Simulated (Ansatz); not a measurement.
Ga:

```
CELL_PARAMETERS angstrom
1.45000 -4.06500 0.00000
1.45000 4.06500 0.00000
0.00000 0.00000 3.17000
ATOMIC_POSITIONS crystal
Ga 0.13300 0.86700 0.75000
Ga 0.86700 0.13300 0.25000
```

This isn't the form of Ga at room conditions, which is orthorhombic.

Base run:

| Property | Result |
| --- | --- |
| Program | Ansatz 0.2.0 |
| Functional | PBEsol |
| Potentials or basis | all-electron LAPW, scalar-relativistic |
| Cutoff | 258 eV |
| Density cutoff | 1030 eV |
| Basis error allowed | 0.001 eV/atom |
| k mesh | 10 × 10 × 8 |
| Occupations | fermi-dirac, width 0.05 eV |
| Spin | no spin polarisation |

Its results: pressure -2.1 GPa; largest force 0.210 eV/Å.

The run is repeated on the same cell with these changes: functional from PBEsol to LDA. What comes out?

Pressure -4.0 GPa; largest force 0.199 eV/Å.

LDA binds more tightly than PBEsol, so the same cell stands under less pressure.

Not every run made on this cell is shown here.
